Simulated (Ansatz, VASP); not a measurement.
# TaN in VASP and in Ansatz

Contents of INCAR:

```
SYSTEM = TaN
  PREC = Accurate
  ENCUT = 520
  EDIFF = 1E-6
  ISMEAR = -1
  SIGMA = 0.1
  LREAL = .False.
  LASPH = .True.
  NELM = 100
  ALGO = Normal
  ISIF = 2
  LWAVE = .False.
  LCHARG = .False.
  GGA = CA
  NBANDS = 33
```

Contents of KPOINTS:

```
regular mesh
0
Gamma
  5 5 8
  0 0 0
```

Contents of POSCAR:

```
TaN
1.0
    5.1910000000      0.0000000000      0.0000000000
   -2.5955000000      4.4955378710      0.0000000000
    0.0000000000      0.0000000000      2.9080000000
Ta N
3 3
Direct
    0.0000000000      0.0000000000      0.0000000000
    0.3333333333      0.6666666667      0.5000000000
    0.6666666667      0.3333333333      0.5000000000
    0.5000000000      0.0000000000      0.0000000000
    0.0000000000      0.5000000000      0.0000000000
    0.5000000000      0.5000000000      0.0000000000
```

Input for Ansatz:

```yaml
crystal:
  lattice:
    a: 5.191
    b: 5.191
    c: 2.908
    alpha: 90.0
    beta: 90.0
    gamma: 120.0
  space_group: 191
  atoms:
    - { symbol: Ta, position: [0.0, 0.0, 0.0] }
    - { symbol: Ta, position: [0.3333333333333333, 0.6666666666666666, 0.5] }
    - { symbol: "N", position: [0.5, 0.0, 0.0] }
basis:
  ecutwfc: 625.0
kpoints:
  mp_grid:
    grid: [5, 5, 8]
hamiltonian:
  xc: lda
scf:
  occupations:
    method: fermi_dirac
    width: 0.1
output:
  forces: true
  stress: true
```

Alike in both runs: task single point; functional LDA; k mesh 5 × 5 × 8; occupations fermi-dirac, width 0.1 eV; no spin polarisation.

|  | VASP | Ansatz |
| --- | --- | --- |
| version | VASP 6.6.1 | Ansatz 0.2.0 |
| potentials or method | VASP PAW LDA potentials, release 64 (Ta_pv, N) | plane waves, PAW |
| plane-wave cutoff (eV) | 520 | 625 |
| valence electrons in the cell | 48 | 54 |

```csv
,VASP,Ansatz,Ansatz less VASP
pressure (GPa),-3.6,-5.4,-1.71
largest component of the traceless stress (GPa),1.43,1.85,+0.423
```

The two sets of potentials don't hold the same shells in valence.

The runs have no spin-orbit coupling, so splittings on Ta are missing.
